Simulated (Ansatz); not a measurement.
# ZrS2: the cost of one run

Program: Ansatz 0.2.0. Level of theory: DFT PBE+D3(BJ), scalar-relativistic, plane waves, PAW. These are calculated values, not measurements.

20 further runs of the same task are left out: 20 set aside as unsound or not needed.

## 1. The structure to begin with

Symmetry: C2/m, No. 12, monoclinic system. The conventional cell has a = 6.320 Å, b = 3.649 Å, c = 23.334 Å, α = 90.00°, β = 90.00°, γ = 90.00°. S (site symmetry m) is surrounded by 3 Zr at 2.56 Å. Zr (site symmetry m) is surrounded by 6 S at 2.56 Å.

As a file:

```cif
data_structure
_symmetry_space_group_name_H-M 'C2/m'
_symmetry_Int_Tables_number 12
_cell_length_a 6.3200
_cell_length_b 3.6488
_cell_length_c 23.3343
_cell_angle_alpha 90.000
_cell_angle_beta 90.000
_cell_angle_gamma 90.000
_cell_volume 538.10
loop_
_atom_site_label
_atom_site_type_symbol
_atom_site_symmetry_multiplicity
_atom_site_Wyckoff_symbol
_atom_site_fract_x
_atom_site_fract_y
_atom_site_fract_z
_atom_site_occupancy
S1 S 4 i 0.05556 0.50000 0.81199 1
Zr1 Zr 4 i 0.88889 0.00000 0.87449 1
S2 S 4 i 0.72222 0.50000 0.93700 1
```

This is the geometry of the first run shown, built on a cell relaxed beforehand with the same method.

## 2. Plan of the line

Atoms count from 1 in the order of the input.

The upper layer of a bilayer is slid along a line and lifted, both layers rigid.

The axes are (1) slide of the upper layer along the long diagonal of the hexagonal surface cell, from S4 above S3: 9 values from 0.00 to 5.62 Å, periodic; (2) distance between the facing planes of atoms: 6 values from 2.94 to 4.74 Å.

Nothing else is relaxed. Energies count from the two layers apart. Points are written as (first, second).

## 3. The run at (3.51 Å, 2.94 Å)

The cell repeats along c, and a dipole correction in the vacuum removes the field between the copies.

File input.yaml:

```yaml
crystal:
  lattice:
    - [3.6488385572, 0.0, 0.0]
    - [-1.8244192786, 3.1599868848, 0.0]
    - [0.0, 0.0, 23.3343004398]
  atoms:
    - { symbol: S, position: [0.6666666667, 0.3333333333, 0.1928491498] }
    - { symbol: Zr, position: [0.0, 0.0, 0.2553569208] }
    - { symbol: S, position: [0.3333333333, 0.6666666667, 0.3178646919] }
    - { symbol: S, position: [0.8888888889, 0.1111111111, 0.4438594697] }
    - { symbol: Zr, position: [0.2222222222, -0.2222222222, 0.5063672408] }
    - { symbol: S, position: [0.5555555556, 0.4444444444, 0.5688750119] }
basis:
  ecutwfc: 420
kpoints:
  mp_grid: { grid: [9, 9, 1] }
hamiltonian:
  xc: pbe
  pseudopotentials: { kind: paw, azcp: { folder: soft_1 } }
  dispersion: d3bj
scf:
  occupations: { method: gaussian, width: 0.05 }
output:
  forces: true
  eigenvalues: true
efield:
  axis: 3
  dipole_correction: true
  ramp_width: 0.04
```

Started as:

```console
> ansatz run input.yaml --threads 1 --pin off --max-ram 3072MiB --backend cpu --events-out ev --progress --plain --runs-dir out
```

**Question.** How long does this run take on 1 thread of Arm Neoverse V1, shared host, and how much memory does it need?

About 23 s, with a peak of 0.47 GiB.
